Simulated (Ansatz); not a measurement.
## What a change of settings does to a run on SnTe

The cell is COD entry 9008726, as deposited and not checked against the literature; nothing was relaxed.

First run: DFT, PBE, all-electron LAPW, scalar-relativistic (Ansatz 0.2.0).

Command: `ansatz run input.yaml --threads 1 --pin off --max-ram 2048MiB --backend cpu --events-out ev --progress --plain --runs-dir out` The run took 28 s on 1 thread of Arm Neoverse V2, with other jobs on the host, peak memory 0.45 GiB.

```yaml
crystal:
  lattice:
    - [0.0, 3.1565, 3.1565]
    - [3.1565, 0.0, 3.1565]
    - [3.1565, 3.1565, 0.0]
  atoms:
    - { symbol: Sn, position: [0.0, 0.0, 0.0] }
    - { symbol: Te, position: [0.5, 0.5, 0.5] }
kpoints:
  mp_grid: { grid: [11, 11, 11] }
scf:
  occupations: { method: fermi_dirac, width: 0.28 }
hamiltonian:
  xc: pbe
  pseudopotentials: { kind: all_electron, lapw: { basis_error: 0.00025 } }
output:
  forces: true
  stress: true
  eigenvalues: true
```

Result: converged; pressure 1.90 GPa; gap on the k mesh 0.42 eV (the mesh can miss the band edges); 10 SCF iterations.

Spin–orbit coupling is left out, though it moves levels of the heavy atoms by tenths of an eV or more.

The input is then changed:

```diff
@@ -10,5 +10,6 @@
   mp_grid: { grid: [11, 11, 11] }
 scf:
-  occupations: { method: fermi_dirac, width: 0.28 }
+  occupations: { method: cold, width: 0.025 }
+  algorithm: direct_min
 hamiltonian:
   xc: pbe
@@ -18,3 +19,5 @@
   stress: true
   eigenvalues: true
+basis:
+  xc_grid: 3
```

(1) Predict the outcome of the changed run.

## Answers

(1) It converged; energy at zero smearing -14.0 meV/atom from the first run; pressure 2.04 GPa; gap on the k mesh 0.42 eV (the mesh can miss the band edges); 8 SCF iterations.
